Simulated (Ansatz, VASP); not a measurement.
# One calculation of Mg4H, two programs

```
Mg H
1.0
     3.18820    0.00000    0.00000
    -1.59410    2.76106    0.00000
     0.00000    0.00000   26.66270
Mg H
4 1
Cartesian
  1.5941 0.9204 8.5000
  0.0000 1.8407 11.0542
  1.5941 0.9067 13.6057
  0.0000 1.8193 16.1705
  0.0000 -0.0266 17.0218
```

Alike in both runs: functional PBEsol; k mesh 9 × 9 × 1; occupations gaussian, width 0.1 eV; no spin polarisation.

Ansatz relaxed the structure, and its values are those at the end. VASP's run is a single point on that final structure, the one shown.

```csv
,VASP,Ansatz
version,VASP 6.6.1,Ansatz 0.2.0
potentials or method,"VASP PAW PBE potentials, release 64 (Mg, H)","scalar-relativistic, plane waves, PAW"
plane-wave cutoff (eV),520,420
valence electrons in the cell,9,41
```

|  | VASP | Ansatz | Ansatz less VASP |
| --- | --- | --- | --- |
| gap on the k mesh at the Fermi level (eV) | none | none | - |
| rms of the force components (eV/Å) | 0.027 | 0.027 | +0.0005 |
| work function, face that differs most (eV) | 3.78 | 3.77 | -0.004 |

A gap of «none» marks a metal or a gap that the smearing closes. The functional is the same, so the differences come from potentials, cutoffs and numerics. The two sets of potentials don't hold the same shells in valence.

Caveats: the PAW data sets were made with another functional, which shifts forces and pressure a little (VASP).
